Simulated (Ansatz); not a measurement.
BaF2 (fluorite, Fm-3m), a = 6.246 Å, b = 6.246 Å, c = 6.246 Å, α = 90.00°, β = 90.00°, γ = 90.00°; the cell used has 3 atoms.

This is the PBE-relaxed structure.

Q: All from PBE in the plane-wave PAW code Ansatz, unless another level is named. Estimate the electron effective mass with spin–orbit coupling.

A: 0.49 mₑ (isotropic).

Q: Predict the gap with spin–orbit coupling.

A: 6.72 eV.

Q: Next, the weight of the conduction-edge state by species (Voronoi cells)?

A: F 80 %, Ba 20 %.

Symmetry was held in the PBE relaxation. Spin–orbit coupling is left out wherever it is not named.

Potentials: the later of the program's two PAW sets.
